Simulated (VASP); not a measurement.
# RbBr (Pm-3m) in VASP: a series of runs

The runs below take RbBr through single point, with r2SCAN.

Program: VASP 6.6.1. These are calculated values, not measurements. Logs are shortened: lines on timing, memory, paths and dates and some standing lists are left out, and cuts for length are marked.

### Step 1. Starting point

It takes space group Pm-3m (No. 221, cubic). The conventional cell has a = 4.126 Å, b = 4.126 Å, c = 4.126 Å, α = 90.00°, β = 90.00°, γ = 90.00°. Rb (site symmetry m-3m) has 8 Br at 3.57 Å as nearest neighbours. Around Br (site symmetry m-3m) lie 8 Rb at 3.57 Å.

The cell comes from a database or a generator and needn't be the stable form of this composition.

### Step 2. Single point, r2SCAN

Contents of INCAR:

```
PREC     = Accurate       # precision mode
ENCUT    = 400            # plane-wave cutoff, eV
EDIFF    = 1E-4           # SCF threshold, eV
ISMEAR   = 0              # smearing method
SIGMA    = 0.05           # smearing width, eV
LREAL    = F              # projectors in reciprocal space
LASPH    = T              # aspherical terms in the spheres
NELM     = 100            # most SCF steps
ALGO     = Normal         # electronic algorithm
ISIF     = 2              # what is computed and relaxed
LWAVE    = F              # write WAVECAR
LCHARG   = F              # write CHGCAR
METAGGA  = R2SCAN         # meta-GGA
LMIXTAU  = T            
ADDGRID  = F
```

Contents of KPOINTS:

```
Automatic mesh
0
Gamma
  6 6 6
```

Contents of POSCAR:

```
RbBr
1.0
    4.1260773000      0.0000000000      0.0000000000
    0.0000000000      4.1260773000      0.0000000000
    0.0000000000      0.0000000000      4.1260773000
Rb Br
1 1
Direct
    0.0000000000      0.0000000000      0.0000000000
    0.5000000000      0.5000000000      0.5000000000
```

Potentials or basis: VASP PAW PBE potentials, release 64 (Rb_sv, Br).

On the command line:

```bash
> cat potpaw_PBE.64/Rb_sv/POTCAR potpaw_PBE.64/Br/POTCAR > POTCAR
> mpirun -np 1 vasp_std > vasp.out
```

OUTCAR:

```text
PREC = Accurate
   ENCUT = 400
   EDIFF = 1E-4
   ISMEAR = 0
   LREAL = F
   LASPH = T
   NELM = 100
   ISIF = 2
   METAGGA = R2SCAN

 Found     20 irreducible k-points:

 Following reciprocal coordinates:
            Coordinates               Weight
  0.000000  0.000000  0.000000      1.000000
  0.166667  0.000000  0.000000      6.000000
  0.333333  0.000000  0.000000      6.000000
  0.500000  0.000000  0.000000      3.000000
  0.166667  0.166667  0.000000     12.000000
  0.333333  0.166667  0.000000     24.000000
   k-points           NKPTS =     20   k-points in BZ     NKDIM =     20   number of bands    NBANDS=     12
   number of dos      NEDOS =    301   number of ions     NIONS =      2
   total plane-waves  NPLWV =  21952
   dimension x,y,z NGX =    28 NGY =   28 NGZ =   28
   dimension x,y,z NGXF=    56 NGYF=   56 NGZF=   56
   ions per type =               1   1
   NGX,Y,Z   is equivalent  to a cutoff of  11.28, 11.28, 11.28 a.u.
   NGXF,Y,Z  is equivalent  to a cutoff of  22.56, 22.56, 22.56 a.u.
 SYSTEM =  unknown system
   PREC   = accura    normal or accurate (medium, high low for compatibility)
   ISTART =      0    job   : 0-new  1-cont  2-samecut
   ICHARG =      2    charge: 1-file 2-atom 10-const
   ISPIN  =      1    spin polarized calculation?
   LNONCOLLINEAR =      F non collinear calculations
   LSORBIT =      F    spin-orbit coupling
   LASPH  =      T    aspherical Exc in radial PAW
   ENCUT  =  400.0 eV  29.40 Ry    5.42 a.u.   6.73  6.73  6.73*2*pi/ulx,y,z
   NELM   =    100;   NELMIN=  2; NELMDL= -5     # of ELM steps
   EDIFF  = 0.1E-03   stopping-criterion for ELM
   LREAL  =      F    real-space projection
   EDIFFG = 0.1E-02   stopping-criterion for IOM
   NSW    =      0    number of steps for IOM
   IBRION =     -1    ionic relax: 0-MD 1-quasi-New 2-CG
   NFREE  =      0    steps in history (QN), initial steepest desc. (CG)
   ISIF   =      2    stress and relaxation
   ISYM   =      2    0-nonsym 1-usesym 2-fastsym
   POTIM  = 0.5000    time-step for ionic-motion
   TEBEG  =    0.0;   TEEND  =   0.0 temperature during run
   PSTRESS=    0.0 pullay stress
   NELECT =      16.0000    total number of electrons
   NUPDOWN=      -1.0000    fix difference up-down
   EMIN   =  10.00;   EMAX   =-10.00  energy-range for DOS
   EFERMI =   0.00;   METHOD = LEGACY
   ISMEAR =     0;   SIGMA  =   0.05  broadening in eV -4-tet -1-fermi 0-gaus
   EFERMI_NEDOS =   21; number of points for ismear=-14 and -15
   IALGO  =     38    algorithm
   IMIX   =      4    mixing-type and parameters
     AMIX     =   0.40;   BMIX     =  1.00
     AMIX_MAG =   1.60;   BMIX_MAG =  1.00
  volume/ion in A,a.u.               =      35.12       237.02
  Fermi-wavevector in a.u.,A,eV,Ry     =   0.999795  1.889338 13.600238  0.999589
  Thomas-Fermi vector in A             =   2.132108
   LORBIT       =      0    0 simple, 1 ext, 2 COOP (PROOUT), +10 PAW based schemes
   METAGGA = R2SCAN    functional components
   LHFCALC =     F    Hartree Fock is set to
   AEXX    =    0.0000 exact exchange contribution
   IVDW    =     0    specifies the selected vdW correction
   LEPSILON=     F    determine dielectric tensor
   LRPA    =     F    only Hartree local field effects (RPA)
 non-spin polarized calculation
 Gauss-broadening in eV      SIGMA  =   0.05
  energy-cutoff  :      400.00
  volume of cell :       70.24
 maximum number of plane-waves:      1328
 NGX is ok and might be reduce to    28
   NGX = 13   NGY = 13   NGZ = 13

 number of electron      16.0000007 magnetization

 Free energy of the ion-electron system (eV)
  ---------------------------------------------------
  ext. energy  EPLUGINS =         0.00000000
  ---------------------------------------------------
  free energy    TOTEN  =       -31.11039622 eV

  energy without entropy =      -31.11039622  energy(sigma->0) =      -31.11039622

 E-fermi :  -0.8325     XC(G=0):  -8.3259

 val. band max:       -1.0472665703   @ k =   0.5000   0.5000   0.0000
 cond. band min:       3.7833192922   @ k =   0.0000   0.0000   0.0000
 fundamental gap:      4.8305858625
 Fermi energy:        -0.8325226451

 k-point     1 :       0.0000    0.0000    0.0000
  band No.  band energies     occupation
      1     -26.9447      2.00000
      2     -14.1039      2.00000
      3     -10.3811      2.00000
      4     -10.3811      2.00000
      5     -10.3811      2.00000
      6      -1.2017      2.00000
      7      -1.2017      2.00000
      8      -1.2017      2.00000
      9       3.7833      0.00000
     10       5.0663      0.00000
     11       5.0663      0.00000
     12       9.6718      0.00000

 k-point     2 :       0.1667    0.0000    0.0000
  band No.  band energies     occupation
      1     -26.9395      2.00000
      2     -14.1013      2.00000
      3     -10.4158      2.00000
      4     -10.3693      2.00000
      5     -10.3693      2.00000
      6      -1.6822      2.00000
      7      -1.2182      2.00000
      8      -1.2182      2.00000
      9       4.4264      0.00000
     10       5.2812      0.00000
     11       5.6821      0.00000
     12       9.5364      0.00000

 k-point     3 :       0.3333    0.0000    0.0000
  band No.  band energies     occupation
      1     -26.9290      2.00000
      2     -14.0982      2.00000
      3     -10.4767      2.00000
      4     -10.3456      2.00000
      5     -10.3456      2.00000
      6      -2.4351      2.00000
      7      -1.2529      2.00000
      8      -1.2529      2.00000
      9       5.7539      0.00000
     10       5.8769      0.00000
     11       6.9396      0.00000
     12       9.2660      0.00000

 k-point     4 :       0.5000    0.0000    0.0000
  band No.  band energies     occupation
      1     -26.9238      2.00000
      2     -14.0977      2.00000
      3     -10.5029      2.00000
      4     -10.3337      2.00000
      5     -10.3337      2.00000
      6      -2.7514      2.00000
      7      -1.2711      2.00000
      8      -1.2711      2.00000
      9       6.4046      0.00000
     10       6.7609      0.00000
     11       7.3187      0.00000
     12       8.3111      0.00000

 k-point     5 :       0.1667    0.1667    0.0000
  band No.  band energies     occupation
      1     -26.9344      2.00000
      2     -14.0882      2.00000
      3     -10.4591      2.00000
      4     -10.3759      2.00000
      5     -10.3585      2.00000
      6      -1.7738      2.00000
      7      -1.4927      2.00000
      8      -1.2173      2.00000
      9       4.9099      0.00000
     10       5.6342      0.00000
     11       6.0713      0.00000
     12       8.9747      0.00000

 k-point     6 :       0.3333    0.1667    0.0000
  band No.  band energies     occupation
      1     -26.9242      2.00000
      2     -14.0635      2.00000
      3     -10.5237      2.00000
      4     -10.4046      2.00000
      5     -10.3367      2.00000
      6      -2.3289      2.00000
      7      -1.5297      2.00000
      8      -1.2171      2.00000
      9       5.8337      0.00000
     10       6.0866      0.00000
     11       7.1845      0.00000
     12       8.6789      0.00000

 [... further k-points ...]

------------------------ aborting loop because EDIFF is reached ----------------------------------------

  FORCE on cell =-STRESS in cart. coord.  units (eV):
  Direction    XX          YY          ZZ          XY          YZ          ZX
  --------------------------------------------------------------------------------------
  -------------------------------------------------------------------------------------
  Total        0.0048127      0.0048127      0.0048127     -0.0000000     -0.0000000     -0.0000000
  in kB        0.1097706      0.1097706      0.1097706     -0.0000000     -0.0000000     -0.0000000
  external PRESSURE =       0.1097706 kB  Pullay stress =       0.0000000 kB

 VOLUME and BASIS-vectors are now :
 -----------------------------------------------------------------------------
  energy-cutoff  :      400.00
  volume of cell :       70.24
      direct lattice vectors                 reciprocal lattice vectors
     4.126077300  0.000000000  0.000000000     0.242360947  0.000000000  0.000000000
     0.000000000  4.126077300  0.000000000     0.000000000  0.242360947  0.000000000
     0.000000000  0.000000000  4.126077300     0.000000000  0.000000000  0.242360947

 POSITION                                       TOTAL-FORCE (eV/Angst)
 -----------------------------------------------------------------------------------
      0.00000      0.00000      0.00000         0.000000      0.000000      0.000000
      2.06304      2.06304      2.06304         0.000000      0.000000      0.000000
 -----------------------------------------------------------------------------------
    total drift:                               -0.000000      0.000000      0.000000

  FREE ENERGIE OF THE ION-ELECTRON SYSTEM (eV)
  ---------------------------------------------------
  free  energy   TOTEN  =       -31.1103962196 eV

  energy  without entropy=      -31.1103962196  energy(sigma->0) =      -31.11039622
```

It took 24 s on 1 thread of Intel Xeon 6975P-C (Granite Rapids), shared host; peak memory 0.16 GiB.

The run converged, but some of its settings lie outside the range that counts as converged, so its numbers aren't taken as properties of the crystal.

What came out:

* Free energy: -31.1104 eV
* Pressure: 0.0 GPa
* Band gap on the k mesh: 4.83 eV, indirect (least direct gap 4.99 eV)

Caveat: the PAW data sets were made with another functional, which shifts forces and pressure a little.

### Step 3. Single point, r2SCAN

Edit INCAR of step 2 so:

```diff
@@ -2,3 +2,3 @@
 ENCUT    = 400            # plane-wave cutoff, eV
-EDIFF    = 1E-4           # SCF threshold, eV
+EDIFF    = 1E-5           # SCF threshold, eV
 ISMEAR   = 0              # smearing method
```

KPOINTS is that of step 2.

POSCAR is that of step 2.

Potentials or basis: VASP PAW PBE potentials, release 64 (Rb_sv, Br).

On the command line:

```bash
> cat potpaw_PBE.64/Rb_sv/POTCAR potpaw_PBE.64/Br/POTCAR > POTCAR
> mpirun -np 1 vasp_std > vasp.out
```

Wall time 26 s (1 thread of Intel Xeon 6975P-C (Granite Rapids), shared host); peak memory 0.16 GiB.

These settings aren't checked as converged: the numbers below hold their error.

What came out:

```
Free energy            : -31.1104 eV
Pressure               : 0.1 GPa
Band gap on the k mesh : 4.83 eV, indirect (least direct gap 4.98 eV)
```

Caveat: the PAW data sets were made with another functional, which shifts forces and pressure a little.

### Step 4. Single point, r2SCAN

Edit INCAR of step 3 so:

```diff
@@ -2,3 +2,3 @@
 ENCUT    = 400            # plane-wave cutoff, eV
-EDIFF    = 1E-5           # SCF threshold, eV
+EDIFF    = 1E-6           # SCF threshold, eV
 ISMEAR   = 0              # smearing method
@@ -14,2 +14,2 @@
 LMIXTAU  = T            
-ADDGRID  = F
+ADDGRID  = T
```

KPOINTS is that of step 3.

POSCAR is that of step 3.

On the command line:

```bash
> cat potpaw_PBE.64/Rb_sv/POTCAR potpaw_PBE.64/Br/POTCAR > POTCAR
> mpirun -np 1 vasp_std > vasp.out
```

It took 33 s on 1 thread of Intel Xeon 6975P-C (Granite Rapids), shared host; peak memory 0.22 GiB.

These settings aren't checked as converged: the numbers below hold their error.

Results:

```yaml
Free_energy: -31.1104 eV
Pressure: 0.0 GPa
Band_gap_on_the_k_mesh: 4.83 eV, indirect (least direct gap 4.99 eV)
```

Caveat: the PAW data sets were made with another functional, which shifts forces and pressure a little.

(Part 1 of 2 ends here.)
